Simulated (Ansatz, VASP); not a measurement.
# Cross-check of Al36CN35 (C on an N site in AlN) between VASP and Ansatz

One calculation is typed for both programs; each brings its own data sets. How far apart do they land? The cell is taken from a series of runs on this material, whose earlier steps may have relaxed, scaled, displaced or heated it; both programs get it as it stands.

Calculated with Ansatz 0.2.0; plane waves, with VASP 6.6.1 beside it; single point at HSE06.

### Step 1. Set-up

The cell holds 72 atoms: 36 Al, 35 N and 1 C. Its edges and angles: a = 9.391 Å, b = 9.391 Å, c = 10.036 Å, α = 90.0°, β = 90.0°, γ = 120.0°. It derives from AlN (AlN (P6_3mc)). Nearest the centre at fractional (0.556, 0.444, 0.440): C72 at 0.03 Å, Al18 at 1.89 Å, Al15 at 1.90 Å, Al31 at 1.90 Å, Al19 at 1.90 Å, Al20 at 3.04 Å, N64 at 3.13 Å, N49 at 3.13 Å. The cell carries charge −1.

Coordinates:

```xyz
72
Lattice="9.3907 0.0000 0.0000 -4.6954 8.1326 0.0000 0.0000 0.0000 10.0360" Properties=species:S:1:pos:R:3 pbc="T T T"
Al   -0.0026    1.8077    0.0052
Al    1.5741    0.9091    2.5130
Al    0.0084    1.8141    5.0081
Al    1.5621    0.9006    7.5283
Al   -1.5670    4.5175    0.0052
Al    0.0075    3.6225    2.5130
Al   -1.5670    4.5191    5.0176
Al   -0.0059    3.6164    7.5283
Al   -3.1335    7.2307    0.0052
Al   -1.5670    6.3264    2.5114
Al   -3.1320    7.2299    5.0177
Al   -1.5670    6.3263    7.5276
Al    3.1284    1.8127   10.0120
Al    4.6827    0.9091    2.5131
Al    3.1284    1.8103    5.0214
Al    4.6946    0.9006    7.5284
Al    1.5671    4.5168   10.0120
Al    3.1284    3.6154    2.5267
Al    1.5650    4.5181    5.0215
Al    3.1283    3.6155    7.4582
Al   -0.0005    7.2308    0.0052
Al    1.5618    6.3147    2.5131
Al   -0.0020    7.2299    5.0178
Al    1.5604    6.3294    7.5285
Al    6.2594    1.8077    0.0053
Al    7.8238    0.9046    2.5198
Al    6.2483    1.8142    5.0082
Al    7.8237    0.9046    7.5192
Al    4.6895    4.5168   10.0120
Al    6.2492    3.6225    2.5130
Al    4.6919    4.5182    5.0215
Al    6.2627    3.6164    7.5284
Al    3.1284    7.2308    0.0054
Al    4.6949    6.3147    2.5130
Al    3.1283    7.2179    5.0082
Al    4.6964    6.3294    7.5285
N    -0.0020    1.8082    1.9182
N     1.5566    0.8813    4.4230
N    -0.0016    1.8084    6.9297
N     1.5544    0.9008    9.4398
N    -1.5670    4.5200    1.9133
N    -0.0253    3.6211    4.4230
N    -1.5671    4.5213    6.9357
N    -0.0094    3.6095    9.4397
N    -3.1314    7.2295    1.9134
N    -1.5669    6.3262    4.4257
N    -3.1303    7.2289    6.9358
N    -1.5669    6.3262    9.4424
N     3.1283    1.7959    1.8737
N     4.7003    0.8813    4.4230
N     3.1283    1.7766    6.9597
N     4.7025    0.9009    9.4397
N     1.5525    4.5253    1.8736
N     1.5357    4.5350    6.9596
N     3.1284    3.6154    9.4028
N    -0.0028    7.2296    1.9132
N     1.5465    6.3439    4.4230
N    -0.0039    7.2289    6.9358
N     1.5647    6.3359    9.4397
N     6.2587    1.8082    1.9182
N     7.8238    0.9045    4.4292
N     6.2582    1.8085    6.9297
N     7.8238    0.9045    9.4397
N     4.7041    4.5253    1.8737
N     6.2822    3.6211    4.4230
N     4.7209    4.5350    6.9597
N     6.2663    3.6095    9.4397
N     3.1283    7.2302    1.9183
N     4.7105    6.3439    4.4230
N     3.1283    7.2296    6.9297
N     4.6923    6.3358    9.4398
C     3.1285    3.6156    4.4452
```

### Step 2. Ansatz: single point, HSE06

Ansatz runs on its default PAW (the set named soft_2) files.

A single point gives forces, pressure and levels at one fixed geometry, so differences don't come from the geometry; what else differs is listed under the comparison.

File input.yaml:

```yaml
crystal:
  lattice:
    - [9.39070679, 0.0, 0.0]
    - [-4.6953534, 8.13259064, 0.0]
    - [0.0, 0.0, 10.03601394]
  atoms:
    - { symbol: Al, position: [0.110865928, 0.222282233, 0.000516306] }
    - { symbol: Al, position: [0.223517493, 0.111790594, 0.25039746] }
    - { symbol: "N", position: [0.110949625, 0.222334323, 0.191134118] }
    - { symbol: "N", position: [0.219944913, 0.108361485, 0.440716225] }
    - { symbol: Al, position: [0.112428361, 0.223067725, 0.499016923] }
    - { symbol: Al, position: [0.221720005, 0.110745104, 0.750131184] }
    - { symbol: "N", position: [0.111013876, 0.222369586, 0.690487622] }
    - { symbol: "N", position: [0.220914881, 0.11076885, 0.940591281] }
    - { symbol: Al, position: [0.110876979, 0.555480742, 0.000519063] }
    - { symbol: Al, position: [0.22351719, 0.445428524, 0.250398714] }
    - { symbol: "N", position: [0.111023505, 0.555791303, 0.190645477] }
    - { symbol: "N", position: [0.219931479, 0.445255592, 0.440709689] }
    - { symbol: Al, position: [0.110972502, 0.555680724, 0.499960062] }
    - { symbol: Al, position: [0.221711107, 0.44468585, 0.750132015] }
    - { symbol: "N", position: [0.1110971, 0.555947338, 0.691083542] }
    - { symbol: "N", position: [0.22091499, 0.443831064, 0.940583047] }
    - { symbol: Al, position: [0.110875485, 0.88910631, 0.000518294] }
    - { symbol: Al, position: [0.222088294, 0.777901617, 0.250238567] }
    - { symbol: "N", position: [0.111020187, 0.888959073, 0.190648558] }
    - { symbol: "N", position: [0.222087929, 0.777886866, 0.440979885] }
    - { symbol: Al, position: [0.110982661, 0.889001357, 0.499967289] }
    - { symbol: Al, position: [0.222081824, 0.777891974, 0.750057111] }
    - { symbol: "N", position: [0.111105849, 0.888882831, 0.691086786] }
    - { symbol: "N", position: [0.222085004, 0.7778862, 0.940852887] }
    - { symbol: Al, position: [0.444580924, 0.222895787, -0.00239548] }
    - { symbol: Al, position: [0.55454622, 0.111786454, 0.250408255] }
    - { symbol: "N", position: [0.443545911, 0.220833105, 0.186700744] }
    - { symbol: "N", position: [0.554711995, 0.108371373, 0.44071434] }
    - { symbol: Al, position: [0.444433685, 0.222598696, 0.500334607] }
    - { symbol: Al, position: [0.555293132, 0.110744602, 0.75013606] }
    - { symbol: "N", position: [0.442352463, 0.218457382, 0.693467977] }
    - { symbol: "N", position: [0.556151085, 0.110777423, 0.940582933] }
    - { symbol: Al, position: [0.444582255, 0.555399926, -0.002391979] }
    - { symbol: Al, position: [0.55541383, 0.444553795, 0.251765613] }
    - { symbol: "N", position: [0.443540664, 0.556442677, 0.186689251] }
    - { symbol: C, position: [0.55543533, 0.4445818, 0.442922815] }
    - { symbol: Al, position: [0.444425348, 0.555552025, 0.500351669] }
    - { symbol: Al, position: [0.555414263, 0.444564933, 0.743142331] }
    - { symbol: "N", position: [0.442347863, 0.557636328, 0.693458855] }
    - { symbol: "N", position: [0.555423552, 0.444561737, 0.936901687] }
    - { symbol: Al, position: [0.444503075, 0.889109651, 0.00051897] }
    - { symbol: Al, position: [0.55455096, 0.77646644, 0.250409513] }
    - { symbol: "N", position: [0.444186308, 0.888962774, 0.190638083] }
    - { symbol: "N", position: [0.554713039, 0.780062689, 0.44070928] }
    - { symbol: Al, position: [0.444290895, 0.889006653, 0.499984226] }
    - { symbol: Al, position: [0.555300805, 0.778272989, 0.750149411] }
    - { symbol: "N", position: [0.444029058, 0.888886297, 0.691088642] }
    - { symbol: "N", position: [0.556152836, 0.779070125, 0.940586821] }
    - { symbol: Al, position: [0.777688527, 0.222279581, 0.000527496] }
    - { symbol: Al, position: [0.888760731, 0.111235932, 0.251080454] }
    - { symbol: "N", position: [0.777644713, 0.222335097, 0.191135565] }
    - { symbol: "N", position: [0.888756041, 0.111224231, 0.441334736] }
    - { symbol: Al, position: [0.776904165, 0.223074257, 0.499023718] }
    - { symbol: Al, position: [0.888747708, 0.111225973, 0.74922544] }
    - { symbol: "N", position: [0.777610366, 0.222371071, 0.690483566] }
    - { symbol: "N", position: [0.888752775, 0.111217352, 0.940580204] }
    - { symbol: Al, position: [0.777077846, 0.55539894, -0.002397312] }
    - { symbol: Al, position: [0.888187385, 0.445433967, 0.250395235] }
    - { symbol: "N", position: [0.779152041, 0.55644327, 0.186695261] }
    - { symbol: "N", position: [0.89161627, 0.445263492, 0.440713477] }
    - { symbol: Al, position: [0.777409705, 0.555563288, 0.500343366] }
    - { symbol: Al, position: [0.889240339, 0.444682608, 0.750133893] }
    - { symbol: "N", position: [0.781535527, 0.557636433, 0.693467665] }
    - { symbol: "N", position: [0.889201954, 0.443830929, 0.940586375] }
    - { symbol: Al, position: [0.777690428, 0.889110837, 0.000533358] }
    - { symbol: Al, position: [0.888189693, 0.776467437, 0.250397993] }
    - { symbol: "N", position: [0.777645917, 0.889040783, 0.191137508] }
    - { symbol: "N", position: [0.891642932, 0.78006059, 0.440715523] }
    - { symbol: Al, position: [0.776894759, 0.887527181, 0.49902184] }
    - { symbol: Al, position: [0.889245561, 0.778276506, 0.750143676] }
    - { symbol: "N", position: [0.777609306, 0.888966098, 0.690483766] }
    - { symbol: "N", position: [0.889206302, 0.779068821, 0.940590042] }
  host:
    repeats: [3, 3, 2]
    atoms:
      - { symbol: Al, position: [0.333333333, 0.666666667, -0.000770012] }
      - { symbol: Al, position: [0.666666667, 0.333333333, 0.499229988] }
      - { symbol: "N", position: [0.333333333, 0.666666667, 0.380770012] }
      - { symbol: "N", position: [0.666666667, 0.333333333, 0.880770012] }
total_charge: -1
basis:
  ecutwfc: 420
  xc_grid: 2
hamiltonian:
  xc: hse06
kpoints:
  mp_grid: { grid: [1, 1, 1] }
scf:
  occupations: { method: fermi_dirac, width: 0.01 }
  max_iter: 120
output:
  forces: true
  charged_corrections:
    epsilon: [4.48, 4.48, 4.7]
    static_epsilon: [8.29, 8.29, 9.84]
    defect_position: [0.555556, 0.444444, 0.440385]
  eigenvalues: true
checkpoint:
  read: "../relax1.run"
  write: "../point1.run"
  compress: false
  write_wavefunctions: true
  write_every: 100000
```

The run is started by

```bash
> ansatz run input.yaml --threads 8 --pin off --max-ram 14131MiB --backend cpu --events-out ev --progress --plain --runs-dir out
```

Numbers of over 12 decimals in the logs are rounded to 6 here.

Output:

```text
Warning: checkpoint.read: hamiltonian.xc differs: saved pbe, current hse06; the SCF iterates under this deck's functional from the saved state
exact exchange: scf.exx.singularity resolves to wigner_seitz, which cuts the screened interaction at the faces of the exchange supercell's Wigner-Seitz cell, so that each pair interacts once, at the shortest of its separations (the periodic images that this leaves out come, for a point-like exchange hole, to about 0.016 eV on a filled level). The cut falls within the interaction's reach, and what an exchange supercel [...]
Engine: ansatz 0.2.0, x86_64-unknown-linux-gnu
Pseudopotentials: kind: paw
Pseudopotential: Al, paw, valence charge 3, recommended cutoff 420 eV (normal), Al.paw.azcp
Pseudopotential: N, paw, valence charge 5, recommended cutoff 420 eV (normal), N.paw.azcp
Pseudopotential: C, paw, valence charge 4, recommended cutoff 420 eV (normal), C.paw.azcp
Functional definition: HSE06
  parameter a = 0.25
  parameter omega = 0.11/bohr
  exchange = pbe_x - a*pbe_x_sr(omega) + a*exact_x_sr(omega)
  correlation = pbe_c
Crystal: 72 atoms, lattice volume = 766.458 Å³
Basis set: ecut = 420 eV, 14913 PW (Γ), exchange–correlation on 128×128×144 points (8 copies of the dense FFT grid, shifted against one another)
Bands: 216, of which v1, the nominal top of the filled ones, is band 144 counted from 1 (143 counted from 0)
Symmetry: 1 space group operations
Space group: P1 (ITA 1), of the structure as read, at distance tolerance 9.2e-5 Å
k-points: 1
Non-local potential: Al, projectors of the file, l = 0: 2, l = 1: 2, l = 2: 1
Non-local potential: N, projectors of the file, l = 0: 2, l = 1: 2, l = 2: 1
Non-local potential: C, projectors of the file, l = 0: 2, l = 1: 2, l = 2: 1
PAW form: soft (Blöchl's): semilocal exchange-correlation on the pseudo side does not see the compensation charge
PAW frozen core: Al, regenerated for the run's functional, and the local potential with it (the file was generated under x = pbe(κ = 0.804, μ = 0.219515), c = pbe(β = 0.066725))
PAW frozen core: N, regenerated for the run's functional, and the local potential with it (the file was generated under x = pbe(κ = 0.804, μ = 0.219515), c = pbe(β = 0.066725))
PAW frozen core: C, regenerated for the run's functional, and the local potential with it (the file was generated under x = pbe(κ = 0.804, μ = 0.219515), c = pbe(β = 0.066725))
PAW one-centre angular grid: Al, 110 points (default); XC on 64 Gauss nodes
PAW one-centre angular grid: N, 110 points (default); XC on 64 Gauss nodes
PAW one-centre angular grid: C, 110 points (default); XC on 64 Gauss nodes
Initial density: read from a saved state, or passed on in memory by an earlier SCF of this step, an earlier step, the calling program or the single point that the run made first
Initial wavefunctions: pseudopotential atomic-orbital guess
Functional: x = pbe(κ = 0.804, μ = 0.219515), c = pbe(β = 0.066725), warm-up for x = pbe(κ = 0.804, μ = 0.219515) + 0.25 (exact − pbe) at short range (hse, ω = 0.207870 Å⁻¹), c = pbe(β = 0.066725); HSE06 as pw.x's `hse` composes it (authors' and Libxc's form: `xc: wpbeh`)
iter 1 solved again at ethr=4.24e-5 eV; its pass at ethr=1.00e-1 eV (dr2=1.22e-1 eV) is discarded
SCF iter   1: F=—  HF=-33124.081960 eV  |F-HF|=—  |Δ(HF+E_count)|=         —  Δρ=4.25e-3  dr2=1.37e-1  ethr=4.24e-5  ⟨swp⟩=20.0  Hψ=1884  notcnv=1  reapply=1
preconditioner: auto → none  [insulator: Δε(μ)=3.307 eV  Ē_g=12.910 eV  σ=0.010 eV  W_gap=1.00  n_scr=156 (ndim 8)  ℏωp=22.8 eV  f_vac=0.000  D(μ)=0.00/eV (n_scr^D=0)]
iter 2 solved again at ethr=2.06e-6 eV; its pass at ethr=4.24e-5 eV (dr2=5.92e-3 eV) is discarded
SCF iter   2: F=—  HF=-33124.046317 eV  |F-HF|=—  |Δ(HF+E_count)|=   3.56e-2  Δρ=1.30e-3  dr2=5.97e-3  ethr=2.06e-6  ⟨swp⟩=6.0  Hψ=1036  notcnv=0  defer=1
[...]
Frozen-core exchange: fock
SCF iter   1: F=—  HF=-33140.839183 eV  |F-HF|=—  |Δ(HF+E_count)|=         —  Δρ=1.19e-5  dr2=8.34e-7  ethr=8.13e-8  ⟨swp⟩=7.0  Hψ=609  notcnv=0
preconditioner: auto → none  [insulator: Δε(μ)=4.568 eV  Ē_g=14.884 eV  σ=0.010 eV  W_gap=1.00  n_scr=156 (ndim 8)  ℏωp=22.8 eV  f_vac=0.000  D(μ)=0.00/eV (n_scr^D=0)]
SCF iter   2: F=—  HF=-33140.839184 eV  |F-HF|=—  |Δ(HF+E_count)|=   8.14e-7  Δρ=6.29e-6  dr2=1.18e-7  ethr=2.74e-10  ⟨swp⟩=5.0  Hψ=633  notcnv=0
SCF iter   3: F=-33140.839184 eV  HF=-33140.839184 eV  |F-HF|=1.84e-8  |Δ(HF+E_count)|=   3.06e-8  Δρ=2.97e-6  dr2=1.95e-8  ethr=3.47e-11  ⟨swp⟩=5.0  Hψ=424  notcnv=0  defer=1
SCF 3 converged in 3 iterations: F = -33140.839184 eV  dr2 = 1.95e-8
  Residual-converged pass: ⟨swp⟩=3.0  Hψ=438  notcnv=0  max |occ|·‖R‖ = 2.4e-6 eV (tolerance 2.7e-6 eV)  dr2=2.01e-8  dr2_onsite=3.00e-9  max |Δocc| = 0.0e0
hybrid outer 2: dexx = +3.511e-7 eV, tail = 4.76e-8 eV, Δε = 8.36e-4 eV (about 2.97e-5 eV left of the loop's levels), ΔF = 1.47e-3 eV/Å (tail 2.16e-4)
hybrid SCF converged: 2 outer / 10 inner (+3 warm-up), last move |dexx| = 3.51e-7 eV, tail = 4.76e-8 eV
Stability not checked: this state was not tested for a lower state beside it, because the functional holds exact exchange (a hybrid, or Hartree-Fock), whose exchange loop this test does not read (fock_operator; see scf.lower_state_search)
Free energy (F): -33140.839184 eV
Frozen-core exchange: fock
Harris-Foulkes:  -33140.839184 eV  (|F-HF|=1.84e-8)
Internal energy: -33140.839184 eV  (E = F + TS)
E sigma→0 (E₀):  -33140.839184 eV
Fermi energy:    9.248366 eV
--- Per-component energies (eV) ---
  E_band       = 126.539499
  E_kinetic    = 5720.619357
  E_local      = -8024.294346  (includes V_loc(G=0)·N_el)
  E_nonlocal   = 1927.086484
  E_hartree    = 2807.815658
  E_xc         = -2967.376571
  E_vxc        = -3120.859215  (∫ρ·V_xc dr)
  E_exx        = -641.214109  (= α·E_x^exact, valence–valence)
  E_paw        = -21459.182365  (= ΣΔE_a)
  E_vpaw       = -709.220130  (= ΣTr[D̂ρ^β])
  E_aug_tail   = 0.003411  (compensation charges beyond the density's cutoff)
  E_ewald      = -10501.889859
  E_core_change = -2.406882  (= ΣΔE_core)
  E_smearing   = -0.000000  (= −TS)
  E_closure    = 0.000037  (closes the sum)
  E_deformation_potential = -16.866922  (in the stress; not in F)
  Σ components = -33140.839184   (vs F -33140.839184, Δ=-7.28e-12)
--- Forces (eV/Å), atoms counted from 1 ---
  atom   1  Al     0.00294799     0.00144563    -0.07088980
  atom   2  Al     0.00260569     0.00513592    -0.07046655
  atom   3  N     -0.00553991    -0.00450111     0.06559007
  atom   4  N     -0.00928456    -0.04141848     0.06189680
  atom   5  Al    -0.00529796    -0.00522710    -0.05897884
  atom   6  Al     0.02034593     0.00173282    -0.06703470
  atom   7  N     -0.00242411    -0.00269236     0.06624829
  atom   8  N     -0.00487118    -0.00521364     0.06591722
  atom   9  Al     0.00024729    -0.01306082    -0.06930403
  atom  10  Al     0.00454610     0.00186828    -0.07160440
  atom  11  N      0.00136264     0.00822222     0.05585739
  atom  12  N     -0.04227422     0.01752624     0.06318421
  atom  13  Al     0.00192588    -0.02308545    -0.07977141
  atom  14  Al     0.01172581     0.01803319    -0.06751071
  atom  15  N      0.00172350    -0.00065517     0.07534701
  atom  16  N     -0.00890282     0.00107254     0.06727610
  atom  17  Al    -0.00903428     0.00460913    -0.06865289
  atom  18  Al    -0.00128092    -0.00024087    -0.06367353
  atom  19  N      0.00963315    -0.00520114     0.05478056
  atom  20  N     -0.00070609     0.00110480     0.05926676
  atom  21  Al    -0.01790517     0.01184057    -0.07965371
  atom  22  Al    -0.00170606     0.00094232    -0.07324689
  atom  23  N      0.00117087    -0.00089653     0.07617101
  atom  24  N     -0.00066596     0.00149564     0.07267281
[...]
atom  65  Al     0.00114788    -0.00271098    -0.07253982
  atom  66  Al    -0.00294068    -0.00486830    -0.07063460
  atom  67  N      0.00146933     0.00637533     0.06674753
  atom  68  N      0.02960923     0.02620930     0.06180066
  atom  69  Al     0.00208890     0.01069746    -0.06007267
  atom  70  Al     0.00873618    -0.02020823    -0.06883358
  atom  71  N      0.00093216     0.00290088     0.06713431
  atom  72  N      0.00255051     0.00719209     0.06730020
  max |Σ_I F_I| component: 6.79e-4 eV/Å
--- Charged-cell corrections in eV (Makov–Payne, q = -1.000 e, ε = [4.480, 4.480, 4.700] of the electrons, [8.290, 8.290, 9.840] with the ions) ---
  F (periodic)     = -33140.839184  (uncorrected; the corrections below are reported, never added to it)
  E_corr1          = +0.492152  (monopole, q²α_M/2ε̄L, of the cell on which ε is isotropic)
  F Makov-Payne    = n/a  (the rows are of the electrons' constant alone; ansatz place-levels tells what screens the charge)
  no potential alignment in this run, which stands beside a crystal: run the host's input off ansatz write-host-input, and read the two finished runs by ansatz place-levels (neither reads a slab, a wire or a sheet, whose cell leaves a vacuum)
--- Band table (eV) ---
  k-point 0: bands = [... 140 lower, 5.9173, 6.8702, 6.9607, 6.9610, 11.5290, 12.3287, 12.3287, 13.2085, ... 68 higher]
```

(Part 1 of 2 ends here.)

[Lines on the potential files, build, host, timing and source positions are cut from VASP's logs without a mark.]

[Logs are printed without paths, hosts, clocks, repeated set-up lines and the standing remarks that a program may print on its own settings, such as how far it seeks lower states.]

[Hosts, paths, dates, database ids (printed as entryN), source tags and the programs' standing remarks are cut or masked in the printed files.]
